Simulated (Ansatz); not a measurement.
Runs of Ansatz 0.2.0 on PbS. It takes space group Cmcm (No. 63, orthorhombic). The conventional cell has a = 4.160 Å, b = 11.983 Å, c = 4.279 Å, α = 90.00°, β = 90.00°, γ = 90.00°. Pb (site symmetry m2m) has 5 S at 2.69 to 2.99 Å as nearest neighbours. S (site symmetry m2m) has 5 Pb at 2.69 to 2.99 Å as nearest neighbours. Measurements of this composition are mostly on another form, of space group No. 225.

| task | level | cell | k mesh | smearing | atoms under strain | points for each segment of the path | gap on the mesh (eV) | pressure (GPa) | relaxed volume (Å³/atom) | largest force (eV/Å) |
| --- | --- | --- | --- | --- | --- | --- | --- | --- | --- | --- |
| elastic constants | PBEsol | as given | 5 × 5 × 5 | fixed | clamped | - | (b) | -1.8 | - | 0.03 |
| band structure | RPBE | as given | 7 × 7 × 6 | fermi-dirac 0.05 eV | - | 14 | 1.34 | 3.0 | - | 0.13 |
| relaxation of cell and atoms | revPBE | relaxed | 7 × 7 × 6 | fermi-dirac 0.05 eV | - | - | 1.72 | 0.0 | 40.05 | - |
| single point | PBE | as given | 7 × 7 × 6 | gaussian 0.012 eV | - | - | 1.25 | 1.1 | - | 0.10 |
| band structure | BLYP | as given | 7 × 7 × 6 | fermi-dirac 0.05 eV | - | 14 | 1.31 | 4.7 | - | 0.22 |
| single point | PBE | as given | 7 × 7 × 6 | gaussian 0.011 eV | - | - | 1.25 | 1.1 | - | 0.10 |
| relaxation of cell and atoms | PBE+D4 | relaxed | 7 × 7 × 6 | fermi-dirac 0.05 eV | - | - | (a) | 0.0 | (c) | - |
| relaxation of cell and atoms | BLYP | relaxed | 7 × 7 × 6 | fermi-dirac 0.05 eV | - | - | 1.73 | 0.0 | 46.67 | - |

Alike in all rows: potentials or basis Ansatz PAW; no spin polarisation; cutoff (eV) 420.

Question: Fill in the values left out.

Answer: (a) 1.23; (b) 1.13; (c) 25.56.

Caveats: spin-orbit coupling is left out, which as a rule narrows the gap of such compounds by several tenths of an eV; odd divisions of the mesh miss points on the zone boundary, where band edges often lie, so the gap on the mesh can be too wide (some runs); the PAW data sets come from PBE, with cores solved anew for the run's functional, which leaves a small shift of forces and pressure (some runs); the plane-wave basis is chosen anew once the cell has moved, so the energies of steps on either side of that aren't comparable (some runs); the k mesh misses the band edges, so the gap on the mesh is wider than the one along the path (some runs); the volume moved by over 15 % at a fixed basis, so the end points are rough (some runs).

A k mesh can miss the band edges, and the runs leave out spin-orbit coupling on Pb.
